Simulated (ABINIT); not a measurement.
# LiF (Griceite): G0W0 with ABINIT, start to end, part 3 of 3

Wanted: ground state, empty states, screening and self-energy for LiF (Griceite).

ABINIT 10.8.3; PBE and many-body steps on it, plane waves. Known limits of the many-body steps: not at the basis limit.

So far. Step 4 (Empty states on the mesh, 8×8×8 mesh, 102 bands): On this mesh the gap is 9.115 eV. Step 5 (Screening, 8×8×8 mesh, 94 bands, screening to 239.5 eV): Local fields lower ε∞ by 5 %.

## (6) Self-energy, 8×8×8 mesh, 94 bands, screening to 239.5 eV

The self-energy is evaluated for the states that the input lists, and the levels follow from it, in one-shot runs by the linearised quasiparticle equation.

This step: G0W0 on PBE, plane waves, norm-conserving pseudopotentials.

File run.abi:

```
acell 3*1.0 Angstrom
rprim 
  0.000000000000 2.014000000000 2.014000000000
  2.014000000000 0.000000000000 2.014000000000
  2.014000000000 2.014000000000 -0.000000000000
ntypat 2
znucl 3 9
natom 2
typat 1 2
xred 
  0.000000000000 0.000000000000 0.000000000000
  0.500000000000 0.500000000000 0.500000000000
pp_dirpath "pseudos"
pseudos "Li.upf, F.upf"
ecut 36
ngkpt 8 8 8
nshiftk 1
shiftk 0 0 0
kptopt 1
chksymbreak 0
istwfk *1
occopt 1
irdwfk 1
optdriver 4
nband 94
gwcalctyp 0
ecutsigx 36
symsigma 1
nkptgw 1
kptgw 
  0.0000000000 0.0000000000 0.0000000000
bdgw 
  3 9
ecuteps 8.8
irdscr 1
ppmodel 1
indata_prefix "in"
outdata_prefix "out"
tmpdata_prefix "tmp"
```

Command:

```sh
$ OMP_NUM_THREADS=1 mpirun -n 8 abinit run.abi > log
```

Numbers of over 12 decimals in the logs are rounded to 6 here.

Output:

```text
.Version 10.8.3 of ABINIT. v10.8.2 released Aug 2026.

 Symmetries : space group Fm -3 m (#225); Bravais cF (face-center cubic)
[... echo of the input left out ...]
== DATASET  1 ==================================================================
-   mpi_nproc: 8, omp_nthreads: 1 (-1 if OMP is not activated)

--- !DatasetInfo
iteration_state: {dtset: 1, }
dimensions: {natom: 2, nkpt: 29, mband: 94, nsppol: 1, nspinor: 1, nspden: 1, mpw: 1158, }
cutoff_energies: {ecut:  36.0, pawecutdg:  -1.0, }
electrons: {nelect:   1.00000000E+01, charge:   0.00000000E+00, occopt:   1.00000000E+00, tsmear:   1.00000000E-02, }

 SIGMA: Calculation of the GW corrections

 Based on a program developped by R.W. Godby, V. Olevano, G. Onida, and L. Reining.
 Incorporated in ABINIT by V. Olevano, G.-M. Rignanese, and M. Torrent.
.Using double precision arithmetic ; gwpc =  8

[... cell and pseudopotentials left out ...]
--------------------------------------------------------------------------------

 ==== K-mesh for the wavefunctions ====
 Number of points in the irreducible wedge :    29
[... list of points left out ...]
 Together with 48 symmetry operations and time-reversal symmetry
 yields   512 points in the full Brillouin Zone.

 ==== Q-mesh for screening function ====
 Number of points in the irreducible wedge :    29
[... list of points left out ...]
 Together with 48 symmetry operations and time-reversal symmetry
 yields   512 points in the full Brillouin Zone.

 vcoul_init : cutoff-mode = AUXILIARY_FUNCTION
 q-points for optical limit:   1
     1)      0.000010    0.000020    0.000030
 setmesh: FFT mesh size selected  =    30x   30x   30
          total number of points  =        27000

 Number of electrons calculated from density =   10.0000; Expected =   10.0000
 average of density, n =  0.090697
 r_s =    1.3807
 omega_plasma =   29.0505 [eV]

 === KS Band Gaps ===
  >>>> For spin  1
   Minimum direct gap =   9.1146 [eV], located at k-point      :   0.0000  0.0000  0.0000
   Fundamental gap    =   9.1146 [eV], Top of valence bands at :   0.0000  0.0000  0.0000
                                       Bottom of conduction at :   0.0000  0.0000  0.0000
 SIGMA fundamental parameters:
 PLASMON POLE MODEL  1
 number of plane-waves for SigmaX                 1139
 number of plane-waves for SigmaC and W            137
 number of plane-waves for wavefunctions          1139
 number of bands                                    94
 number of independent spin polarizations            1
 number of spinorial components                      1
 number of k-points in IBZ                          29
 number of q-points in IBZ                          29
 number of symmetry operations                      48
 number of k-points in BZ                          512
 number of q-points in BZ                          512
 number of frequencies for dSigma/dE                 9
 frequency step for dSigma/dE [eV]                0.25
 number of omega for Sigma on real axis              0
 max omega for Sigma on real axis  [eV]           0.00
 zcut for avoiding poles [eV]                     0.10

 EPSILON^-1 parameters (SCR file):
 dimension of the eps^-1 matrix on file            137
 dimension of the eps^-1 matrix used               137
 number of plane-waves for wavefunctions          1139
 number of bands                                    94
 number of q-points in IBZ                          29
 number of frequencies                               2
 number of real frequencies                          1
 number of imag frequencies                          1

 matrix elements of self-energy operator (all in [eV])

 Perturbative Calculation

--- !SelfEnergy_ee
iteration_state: {dtset: 1, }
kpoint     : [   0.000,    0.000,    0.000, ]
spin       : 1
KS_gap     :    9.115
QP_gap     :   13.361
Delta_QP_KS:    4.246
data: !SigmaeeData |
     Band     E0 <VxcDFT>   SigX SigC(E0)      Z dSigC/dE  Sig(E)    E-E0       E
        3  -0.974 -23.053 -30.736   4.456   0.828  -0.208 -25.723  -2.670  -3.644
        4  -0.974 -23.053 -30.736   4.456   0.828  -0.208 -25.723  -2.670  -3.644
        5  -0.974 -23.053 -30.736   4.456   0.828  -0.208 -25.723  -2.670  -3.644
        6   8.141 -11.451  -6.603  -3.079   0.891  -0.122  -9.875   1.576   9.717
        7  23.017 -10.011  -3.078  -4.117   0.879  -0.138  -7.536   2.475  25.492
        8  23.017 -10.011  -3.078  -4.117   0.879  -0.138  -7.536   2.475  25.492
        9  23.017 -10.011  -3.078  -4.117   0.879  -0.138  -7.536   2.475  25.492

== END DATASET(S) ==============================================================
================================================================================

 -outvars: echo values of variables after computation  --------
           etotal      0.0000000000E+00
            nband          94
             nkpt          29
          spgroup         225
 [... the other variables as echoed above ...]

 Calculation completed.
```

Run time: 4.8 s. Hardware: 8 MPI ranks of Arm Neoverse V1, shared host; peak memory 1.2 GiB.

Numbers from this step:

| Property | Result |
| --- | --- |
| G0W0 gap on the points computed | 13.36 eV |
| starting gap on the mesh | 9.115 eV |
| k of the valence top | 0, 0, 0 |
| k of the conduction bottom | 0, 0, 0 |
| Z at the valence top | 0.828 |
| Z at the conduction bottom | 0.891 |
| least direct G0W0 gap on the computed points | 13.36 eV |

The gap on the mesh goes from 9.11 eV to 13.36 eV, a correction of +4.25 eV.

Limits: finite bands, cutoff and mesh. v1 is the top filled band, c1 the lowest empty one. Levels before and after the correction, in eV, zero at the valence-band top of each column:

```
           conduction bottom  valence top
Kohn-Sham               9.11         0.00
     G0W0              13.36         0.00
```

```
             level  energy (eV)
Kohn-Sham  Γ v3-v1        0.000
Kohn-Sham     Γ c1        9.115
Kohn-Sham  Γ c2-c4       23.991
     G0W0  Γ v3-v1        0.000
     G0W0     Γ c1       13.361
     G0W0  Γ c2-c4       29.136
```

## (7) Where the time went

Times are wall times on 8 MPI ranks of Arm Neoverse V1, shared host, good to a factor of about two.

```
                          step     time  share  memory (GiB)
                  ground state    3.2 s    3 %          0.46
bands along the symmetry lines    2.8 s    2 %          0.07
      empty states on the mesh    8.6 s    7 %           1.0
                     screening  1.8 min   85 %           1.7
                   self-energy    4.8 s    4 %           1.2
```

## (8) Summary of results

| Item | Value |
| --- | --- |
| PBE gap | 9.11 eV, indirect (only 1 meV under the direct gap) |
| G0W0 gap on the mesh | 13.36 eV |
| GW settings | 8×8×8 mesh, 94 bands, screening to 239.5 eV, Godby-Needs plasmon pole |
| known limits | not at the basis limit |

G0W0 moves the gap on the mesh from 9.11 eV to 13.36 eV (+4.25 eV), with Z of 0.83 and 0.89 at the edges. Local fields lower the RPA ε∞ on this mesh from 2.08 to 1.97. Only 1 of the mesh's irreducible points was corrected, so a valley elsewhere could overtake. The dearest step here is «screening». Bands and cutoff are finite, so the gap is not at the basis limit. The miss can reach some tenths of an eV and take either sign; the mesh is an error of its own. In the G0W0 run levels were corrected at 1 k point alone, so a gap called «on the mesh» is the least over those, and an edge elsewhere would be missed.

[Paths, hosts, dates, memory and timing lines, banners, echoed tables and standing remarks are left out of the program output.]

[Logs are printed without paths, hosts, clocks, repeated set-up lines and the standing remarks that a program may print on its own settings, such as how far it seeks lower states.]

[Runs of the session that timed out or met a known fault of the program may be left out.]

[Hosts, paths, dates, database ids (printed as entryN), source tags and the programs' standing remarks are cut or masked in the printed files.]

[G0W0 gaps are taken among the corrected bands and points alone; a level outside them can change the order at an edge.]

[Where Ansatz stands beside ABINIT at settings called matched, ABINIT's density can come from a denser mesh and the files from another edition; pairs whose starting gaps differed by over 0.03 eV were left out, so agreement reads better than it is.]
